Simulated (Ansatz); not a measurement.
**Computed properties of TiO2**

```
Ti O
1.0
    -1.89250    1.89250    4.75700
     1.89250   -1.89250    4.75700
     1.89250    1.89250   -4.75700
Ti O
2 4
Direct
  0.00000 0.00000 0.00000
  0.75000 0.25000 0.50000
  0.20660 0.20660 0.00000
  0.95660 0.45660 0.50000
  0.54340 0.04340 0.50000
  0.79340 0.79340 0.00000
```

Atom numbers follow the list: Ti1, Ti2, O3, O4, O5, O6.

The geometry is COD entry 9009086, unchecked; take it as a test cell.

All numbers are computed: DFT, PBE, all-electron LAPW, scalar-relativistic (Ansatz 0.2.0); DFT, PBE, PAW with Ansatz's default frozen-core files, scalar-relativistic (Ansatz 0.2.0).

For LAPW: a Γ-centred 13×13×13 k mesh, Fermi–Dirac smearing of 0.08 eV, basis error target 1 meV/atom, no spin polarisation. PAW takes a cutoff of 420 eV at this cell. The Ansatz runs share mesh, smearing and spin set-up. Values come from LAPW unless marked.

```json
{"Pressure at this cell": "5.95 GPa", "Band gap": "2.16 eV, indirect from the line Γ–X (0, 0, 0.5) to Γ", "Stress xx, yy, zz (compression positive)": "4.61, 4.61, 8.65 GPa", "Largest force": "0.339 eV/Å on O4", "Smallest direct gap on the path": "2.46 eV", "Löwdin charges (with 0.14 e of the cell spilling out of the atomic basis, so their sizes and signs hang on that basis)": "Ti1 1.39, O3 -0.66 e", "Bader charges (from the PAW run)": "Ti1 +2.28, O3 -1.14 e", "Volume per atom": "11.36 Å³"}
```
